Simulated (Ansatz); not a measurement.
**TiPbO$_{3}$: reading a single point**

```
Pb Ti O
1.0
     8.03074    0.00000    0.00000
     0.00000    4.01537    0.00000
     0.00000    0.00000    4.01537
Pb Ti O
2 2 6
Direct
  0.00000 0.00000 0.00000
  0.50000 0.00000 0.00000
  0.25000 0.50000 0.50000
  0.75000 0.50000 0.50000
  0.00000 0.50000 0.50000
  0.50000 0.50000 0.50000
  0.25000 0.00000 0.50000
  0.75000 0.00000 0.50000
  0.25000 0.50000 0.00000
  0.75000 0.50000 0.00000
```

Method: r2SCAN, with U_eff = 6.7 eV on Ti d (all-electron-ortho-atomic projectors), no spin polarisation; PAW, plane waves to 500 eV, 3×6×6 Γ-centred mesh, fermi-dirac occupations (width 0.1 eV) (Ansatz 0.2.0), atoms fixed.

**Question.** What does the stress say?

**Answer.** The pressure is -7.9 GPa (compression positive), so with the atoms held at these fractions the cell would first shrink.

**Question.** How is the charge shared?

**Answer.** Bader charges in e: Ti +2.57, Pb +1.43, O -1.33. In the mean Ti gives up most and O takes most.

**Question.** What do density and ELF say about some of the short contacts?

**Answer.** Ti–O at 2.01 Å: least valence density 0.62 e/Å³ and ELF 0.21 there. Pb–O at 2.84 Å: least valence density 0.16 e/Å³ and ELF 0.09 there, a closed-shell (ionic or weak) contact. These are pseudo-fields; inside the PAW spheres they differ from the all-electron ones.

**Question.** Metal or insulator? Give the gap.

**Answer.** The gap is 2.99 eV, direct at the points sampled. A semilocal functional usually gives too small a gap.

Origin: a database entry at a rescaled volume. Caveats: no spin-orbit coupling, which can shift this gap by tenths of an eV.
